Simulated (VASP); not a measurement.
# Ca (P6_3/mmc) in VASP: single point with r2SCAN

Aim: the single point of Ca with r2SCAN.

Everything below comes from runs of VASP 6.6.1. Logs are shortened: lines on timing, memory, paths and dates and some standing lists are left out, and cuts for length are marked.

## Step 1: Starting point

Symmetry: P6_3/mmc, No. 194, hexagonal system. The conventional cell has a = 3.980 Å, b = 3.980 Å, c = 6.520 Å, α = 90.00°, β = 90.00°, γ = 120.00°. Ca (site symmetry -6m2) has 12 Ca at 3.98 to 3.99 Å as nearest neighbours.

This isn't the form of Ca at room conditions, which is fcc.

## Step 2: Single point, r2SCAN

The input, POSCAR:

```
Ca
1.0
    3.9799995206      0.0000000000      0.0000000000
   -1.9899997603      3.4467806919      0.0000000000
    0.0000000000      0.0000000000      6.5200000000
Ca
2
Direct
    0.3333333333      0.6666666667      0.2500000000
    0.6666666667      0.3333333333      0.7500000000
```

The input, INCAR.step1:

```
PREC = Accurate
ENCUT = 520
ISMEAR = 0
SIGMA = 0.1
LREAL = F
LASPH = T
NELM = 60
NBANDS = 17
GGA = PE
ALGO = Normal
EDIFF = 1E-4
LWAVE = T
LCHARG = F
```

The input, INCAR.step2:

```
PREC = Accurate
ENCUT = 520
EDIFF = 1E-6
ISMEAR = 0
SIGMA = 0.1
LREAL = F
LASPH = T
NELM = 60
ALGO = Normal
ISIF = 2
LWAVE = F
LCHARG = T
METAGGA = R2SCAN
LMIXTAU = T
LELF = T
LVHAR = T
NBANDS = 17
ISTART = 1
```

The input, KPOINTS:

```
regular mesh
0
Gamma
  6 6 4
```

Potentials or basis: VASP PAW PBE potentials, release 64 (Ca_sv).

Launch:

```console
$ cat potpaw_PBE.64/Ca_sv/POTCAR > POTCAR
$ cp INCAR.step1 INCAR
$ mpirun -np 1 vasp_std > vasp.out
$ cp INCAR.step2 INCAR
$ mpirun -np 1 vasp_std > vasp.out
```

OUTCAR:

```text
PREC = Accurate
   ENCUT = 520
   EDIFF = 1E-6
   ISMEAR = 0
   LREAL = F
   LASPH = T
   NELM = 60
   ISIF = 2
   METAGGA = R2SCAN
   ISTART = 1

 ion  position               nearest neighbor table
   1  0.333  0.667  0.250-
   2  0.667  0.333  0.750-

  LATTYP: Found a hexagonal cell.
 ALAT       =     3.9799995206
 C/A-ratio  =     1.6381911521

  Lattice vectors:

 A1 = (   3.9799995206,   0.0000000000,   0.0000000000)
 A2 = (  -1.9899997603,   3.4467806919,   0.0000000000)
 A3 = (   0.0000000000,   0.0000000000,   6.5200000000)

Analysis of symmetry for initial positions (statically):
=====================================================================
 Subroutine PRICEL returns:
 Original cell was already a primitive cell.

 Routine SETGRP: Setting up the symmetry group for a
 hexagonal supercell.

 Subroutine GETGRP returns: Found 24 space group operations
 (whereof 12 operations were pure point group operations)
 out of a pool of 24 trial point group operations.

The static configuration has the point symmetry D_3d.
 The point group associated with its full space group is D_6h.

Analysis of symmetry for dynamics (positions and initial velocities):
=====================================================================
 Subroutine PRICEL returns:
 Original cell was already a primitive cell.

 Routine SETGRP: Setting up the symmetry group for a
 hexagonal supercell.

 Subroutine GETGRP returns: Found 24 space group operations
 (whereof 12 operations were pure point group operations)
 out of a pool of 24 trial point group operations.

The dynamic configuration has the point symmetry D_3d.
 The point group associated with its full space group is D_6h.

 Subroutine INISYM returns: Found 24 space group operations
 (whereof 12 operations are pure point group operations),
 and found     1 'primitive' translations

----------------------------------------------------------------------------------------

                                     Primitive cell

  volume of cell :      89.4426

  direct lattice vectors                    reciprocal lattice vectors
     3.979999521  0.000000000  0.000000000     0.251256312  0.145062899  0.000000000
    -1.989999760  3.446780692  0.000000000     0.000000000  0.290125798  0.000000000
     0.000000000  0.000000000  6.520000000     0.000000000  0.000000000  0.153374233

  length of vectors
     3.979999521  3.979999521  6.520000000     0.290125798  0.290125798  0.153374233

  position of ions in fractional coordinates (direct lattice)
     0.333333333  0.666666667  0.250000000
     0.666666667  0.333333333  0.750000000

  ion indices of the primitive-cell ions
   primitive index   ion index
                 1           1
                 2           2

----------------------------------------------------------------------------------------

 KPOINTS: regular mesh

Automatic generation of k-mesh.
 Grid dimensions read from file:
 generate k-points for:    6    6    4

 Generating k-lattice:

  Cartesian coordinates                     Fractional coordinates (reciprocal lattice)
     0.041876052  0.024177150  0.000000000     0.166666667 -0.000000000  0.000000000
     0.000000000  0.048354300  0.000000000     0.000000000  0.166666667  0.000000000
     0.000000000  0.000000000  0.038343558     0.000000000  0.000000000  0.250000000

  Length of vectors
     0.048354300  0.048354300  0.038343558

  Shift w.r.t. Gamma in fractional coordinates (k-lattice)
     0.000000000  0.000000000  0.000000000

 Subroutine IBZKPT returns following result:
 ===========================================

 Found     21 irreducible k-points:

 Following reciprocal coordinates:
            Coordinates               Weight
  0.000000  0.000000  0.000000      1.000000
  0.166667  0.000000  0.000000      6.000000
  0.333333  0.000000  0.000000      6.000000
  0.500000  0.000000  0.000000      3.000000
  0.166667  0.166667  0.000000      6.000000
  0.333333  0.166667  0.000000     12.000000
[... 13 lines left out ...]
  0.333333  0.166667  0.500000     12.000000
  0.333333  0.333333  0.500000      2.000000
   k-points           NKPTS =     21   k-points in BZ     NKDIM =     21   number of bands    NBANDS=     17
   number of dos      NEDOS =    301   number of ions     NIONS =      2
   total plane-waves  NPLWV =  43200
   dimension x,y,z NGX =    30 NGY =   30 NGZ =   48
   dimension x,y,z NGXF=    60 NGYF=   60 NGZF=   96
   ions per type =               2
   NGX,Y,Z   is equivalent  to a cutoff of  12.53, 12.53, 12.24 a.u.
   NGXF,Y,Z  is equivalent  to a cutoff of  25.06, 25.06, 24.48 a.u.
 SYSTEM =  unknown system
   PREC   = accura    normal or accurate (medium, high low for compatibility)
   ISTART =      1    job   : 0-new  1-cont  2-samecut
   ICHARG =      0    charge: 1-file 2-atom 10-const
   ISPIN  =      1    spin polarized calculation?
   LNONCOLLINEAR =      F non collinear calculations
   LSORBIT =      F    spin-orbit coupling
   LASPH  =      T    aspherical Exc in radial PAW
   ENCUT  =  520.0 eV  38.22 Ry    6.18 a.u.   7.40  7.40 12.12*2*pi/ulx,y,z
   NELM   =     60;   NELMIN=  2; NELMDL=  0     # of ELM steps
   EDIFF  = 0.1E-05   stopping-criterion for ELM
   LREAL  =      F    real-space projection
   EDIFFG = 0.1E-04   stopping-criterion for IOM
   NSW    =      0    number of steps for IOM
   IBRION =     -1    ionic relax: 0-MD 1-quasi-New 2-CG
   NFREE  =      0    steps in history (QN), initial steepest desc. (CG)
   ISIF   =      2    stress and relaxation
   ISYM   =      2    0-nonsym 1-usesym 2-fastsym
   POTIM  = 0.5000    time-step for ionic-motion
   TEBEG  =    0.0;   TEEND  =   0.0 temperature during run
   PSTRESS=    0.0 pullay stress
   NELECT =      20.0000    total number of electrons
   NUPDOWN=      -1.0000    fix difference up-down
   EMIN   =  10.00;   EMAX   =-10.00  energy-range for DOS
   EFERMI =   0.00;   METHOD = LEGACY
   ISMEAR =     0;   SIGMA  =   0.10  broadening in eV -4-tet -1-fermi 0-gaus
   EFERMI_NEDOS =   21; number of points for ismear=-14 and -15
   IALGO  =     38    algorithm
   IMIX   =      4    mixing-type and parameters
     AMIX     =   0.40;   BMIX     =  1.00
     AMIX_MAG =   1.60;   BMIX_MAG =  1.00
  volume/ion in A,a.u.               =      44.72       301.79
  Fermi-wavevector in a.u.,A,eV,Ry     =   0.993658  1.877741 13.433785  0.987355
  Thomas-Fermi vector in A             =   2.125555
   LORBIT       =      0    0 simple, 1 ext, 2 COOP (PROOUT), +10 PAW based schemes
   METAGGA = R2SCAN    functional components
   LHFCALC =     F    Hartree Fock is set to
   AEXX    =    0.0000 exact exchange contribution
   IVDW    =     0    specifies the selected vdW correction
   LEPSILON=     F    determine dielectric tensor
   LRPA    =     F    only Hartree local field effects (RPA)
 non-spin polarized calculation
 Gauss-broadening in eV      SIGMA  =   0.10
  energy-cutoff  :      520.00
  volume of cell :       89.44
 maximum number of plane-waves:      2436
 NGX is ok and might be reduce to    30

 number of electron      20.0000007 magnetization

 Free energy of the ion-electron system (eV)
  ---------------------------------------------------
  ext. energy  EPLUGINS =         0.00000000
  ---------------------------------------------------
  free energy    TOTEN  =       -14.02743582 eV

  energy without entropy =      -14.00992829  energy(sigma->0) =      -14.01868206

 E-fermi :   1.8140     XC(G=0):  -8.0308

 val. band max:        1.8063915294   @ k =   0.5000   0.0000   0.5000
 cond. band min:       1.8149493102   @ k =   0.3333   0.1667   0.0000
 fundamental gap:      0.0085577808
 Fermi energy:         1.8140218465

 k-point     1 :       0.0000    0.0000    0.0000
  band No.  band energies     occupation
      1     -42.1264      2.00000
      2     -42.1156      2.00000
      3     -22.2693      2.00000
      4     -22.1824      2.00000
      5     -22.1824      2.00000
      6     -22.1663      2.00000
[... 9 lines left out ...]
     16       4.6943      0.00000
     17       5.0935      0.00000

 k-point     2 :       0.1667    0.0000    0.0000
  band No.  band energies     occupation
      1     -42.1239      2.00000
      2     -42.1144      2.00000
      3     -22.2591      2.00000
      4     -22.2051      2.00000
      5     -22.1895      2.00000
      6     -22.1894      2.00000
[... 9 lines left out ...]
     16       4.7565      0.00000
     17       4.8331      0.00000

 k-point     3 :       0.3333    0.0000    0.0000
  band No.  band energies     occupation
      1     -42.1185      2.00000
      2     -42.1123      2.00000
      3     -22.2511      2.00000
      4     -22.2347      2.00000
      5     -22.2345      2.00000
      6     -22.2029      2.00000
[... 9 lines left out ...]
     16       5.3484      0.00000
     17       5.4905      0.00000

 k-point     4 :       0.5000    0.0000    0.0000
  band No.  band energies     occupation
      1     -42.1154      2.00000
      2     -42.1118      2.00000
      3     -22.2744      2.00000
      4     -22.2563      2.00000
      5     -22.2170      2.00000
      6     -22.2095      2.00000
[... 9 lines left out ...]
     16       6.1359      0.00000
     17       6.1466      0.00000

 k-point     5 :       0.1667    0.1667    0.0000
  band No.  band energies     occupation
      1     -42.1200      2.00000
      2     -42.1127      2.00000
      3     -22.2416      2.00000
      4     -22.2305      2.00000
      5     -22.2276      2.00000
      6     -22.1981      2.00000
[... 9 lines left out ...]
     16       5.0205      0.00000
     17       5.2574      0.00000

 k-point     6 :       0.3333    0.1667    0.0000
  band No.  band energies     occupation
      1     -42.1154      2.00000
      2     -42.1118      2.00000
      3     -22.2621      2.00000
      4     -22.2472      2.00000
      5     -22.2181      2.00000
      6     -22.2172      2.00000
[... 9 lines left out ...]
     16       5.5416      0.00000
     17       5.8925      0.00000

 k-point     7 :       0.3333    0.3333    0.0000
  band No.  band energies     occupation
      1     -42.1126      2.00000
      2     -42.1126      2.00000
      3     -22.2547      2.00000
      4     -22.2383      2.00000
      5     -22.2383      2.00000
      6     -22.2203      2.00000
[... 9 lines left out ...]
     16       5.7955      0.00000
     17       5.7960      0.00000

 k-point     8 :       0.0000    0.0000    0.2500
  band No.  band energies     occupation
      1     -42.1248      2.00000
      2     -42.1172      2.00000
      3     -22.2523      2.00000
      4     -22.1800      2.00000
      5     -22.1800      2.00000
      6     -22.1690      2.00000
[... 9 lines left out ...]
     16       4.5620      0.00000
     17       5.3334      0.00000
[... 143 lines left out ...]
      1     -42.1191      2.00000
      2     -42.1191      2.00000
      3     -22.2197      2.00000
      4     -22.2197      2.00000
      5     -22.1852      2.00000
      6     -22.1852      2.00000
[... 9 lines left out ...]
     16       4.5877      0.00000
     17       5.6985      0.00000

 k-point    17 :       0.3333    0.0000    0.5000
  band No.  band energies     occupation
      1     -42.1154      2.00000
      2     -42.1154      2.00000
      3     -22.2567      2.00000
      4     -22.2567      2.00000
      5     -22.1908      2.00000
      6     -22.1908      2.00000
[... 9 lines left out ...]
     16       4.9060      0.00000
     17       5.8394      0.00000

 k-point    18 :       0.5000    0.0000    0.5000
  band No.  band energies     occupation
      1     -42.1136      2.00000
      2     -42.1136      2.00000
      3     -22.2779      2.00000
      4     -22.2779      2.00000
      5     -22.1962      2.00000
      6     -22.1962      2.00000
[... 9 lines left out ...]
     16       4.9426      0.00000
     17       6.0835      0.00000

 k-point    19 :       0.1667    0.1667    0.5000
  band No.  band energies     occupation
      1     -42.1164      2.00000
      2     -42.1164      2.00000
      3     -22.2425      2.00000
      4     -22.2425      2.00000
      5     -22.1967      2.00000
      6     -22.1967      2.00000
[... 9 lines left out ...]
     16       4.7709      0.00000
     17       5.6316      0.00000

 k-point    20 :       0.3333    0.1667    0.5000
  band No.  band energies     occupation
      1     -42.1136      2.00000
      2     -42.1136      2.00000
      3     -22.2665      2.00000
      4     -22.2665      2.00000
      5     -22.2125      2.00000
      6     -22.2125      2.00000
[... 9 lines left out ...]
     16       4.7972      0.00000
     17       5.9301      0.00000

 k-point    21 :       0.3333    0.3333    0.5000
  band No.  band energies     occupation
      1     -42.1126      2.00000
      2     -42.1126      2.00000
      3     -22.2566      2.00000
      4     -22.2566      2.00000
      5     -22.2375      2.00000
      6     -22.2375      2.00000
[... 9 lines left out ...]
     16       4.8399      0.00000
     17       5.9171      0.00000

------------------------ aborting loop because EDIFF is reached ----------------------------------------

  FORCE on cell =-STRESS in cart. coord.  units (eV):
  Direction    XX          YY          ZZ          XY          YZ          ZX
  --------------------------------------------------------------------------------------
  -------------------------------------------------------------------------------------
  Total       -0.3410272     -0.3410272     -0.0734090      0.0000000      0.0000000      0.0000000
  in kB       -6.1087923     -6.1087923     -1.3149698      0.0000000      0.0000000      0.0000000
  external PRESSURE =      -4.5108515 kB  Pullay stress =       0.0000000 kB

 VOLUME and BASIS-vectors are now :
 -----------------------------------------------------------------------------
  energy-cutoff  :      520.00
  volume of cell :       89.44
      direct lattice vectors                 reciprocal lattice vectors
     3.979999521  0.000000000  0.000000000     0.251256312  0.145062899  0.000000000
    -1.989999760  3.446780692  0.000000000     0.000000000  0.290125798  0.000000000
     0.000000000  0.000000000  6.520000000     0.000000000  0.000000000  0.153374233

 POSITION                                       TOTAL-FORCE (eV/Angst)
 -----------------------------------------------------------------------------------
     -0.00000      2.29785      1.63000        -0.000000      0.000000      0.000000
      1.99000      1.14893      4.89000         0.000000     -0.000000      0.000000
 -----------------------------------------------------------------------------------
    total drift:                               -0.000000      0.000000     -0.000000

  FREE ENERGIE OF THE ION-ELECTRON SYSTEM (eV)
  ---------------------------------------------------
  free  energy   TOTEN  =       -14.0274358227 eV

  energy  without entropy=      -14.0099282878  energy(sigma->0) =      -14.01868206
```

It took 87 s on 1 thread of Intel Xeon Platinum 8488C (Sapphire Rapids), shared host; peak memory 0.21 GiB.

What came out:

- Free energy: -14.0274 eV
- Pressure: -0.5 GPa
- Band gap on the k mesh: none (metal or under the smearing width)

Caveat: the PAW data sets were made with another functional, which shifts forces and pressure a little.
